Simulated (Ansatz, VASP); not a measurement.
## Two plane-wave programs on CdTe

File INCAR:

```
  PREC = Accurate
  ENCUT = 600
  EDIFF = 1E-6
  ISMEAR = -1
  SIGMA = 0.1
  LREAL = False
  LASPH = True
  NELM = 100
  ALGO = Normal
  ISIF = 3
  LWAVE = False
  LCHARG = False
  GGA = PS
  IBRION = 2
  NSW = 100
  EDIFFG = -0.002
```

KPOINTS

```
regular mesh
0
Gamma
  10 10 10
```

Contents of POSCAR:

```
CdTe
1.0
    3.2050000000      3.2050000000      0.0000000000
   -3.2050000000      3.2050000000      0.0000000000
    0.0000000000      3.2050000000      3.2050000000
Cd Te
1 1
Direct
    0.0000000000      0.0000000000      0.0000000000
    0.7500000000      0.2500000000      0.5000000000
```

Input for Ansatz:

```yaml
crystal:
  lattice:
    - [3.205, 3.205, 0.0]
    - [-3.205, 3.205, 0.0]
    - [0.0, 3.205, 3.205]
  atoms:
    - { symbol: Cd, position: [0.0, 0.0, 0.0] }
    - { symbol: Te, position: [0.75, 0.25, 0.5] }
kpoints:
  mp_grid: { grid: [10, 10, 10] }
scf:
  occupations: { method: fermi_dirac, width: 0.1 }
hamiltonian:
  xc: pbesol
  pseudopotentials: { kind: paw }
relax:
  f_tol: 0.002
  max_steps: 80
  cell: {}
output:
  forces: true
  stress: true
```

Alike in both runs: task relaxation of cell and atoms; functional PBEsol; k mesh 10 × 10 × 10; occupations fermi-dirac, width 0.1 eV; no spin polarisation.

|  | VASP | Ansatz |
| --- | --- | --- |
| version | VASP 6.6.1 | Ansatz 0.2.0 |
| potentials or method | VASP PAW PBE potentials, release 64 (Cd, Te) | PAW with Ansatz's default frozen-core files, scalar-relativistic |
| plane-wave cutoff (eV) | 600 | 420 |
| valence electrons in the cell | 18 | 36 |

```csv
,VASP,Ansatz,Ansatz less VASP
relaxed volume (Å³/atom),34.26,34.16,-0.099
relaxed cell length with the largest relative difference (Å),4.593,4.589,-0.0044
energy change over the relaxation (meV/atom),-7,-6,+1.1
```

The two sets of potentials don't hold the same shells in valence.

Caveats: the PAW data sets were made with another functional, which shifts forces and pressure a little (VASP). Zero-point motion and thermal expansion aren't in these numbers.
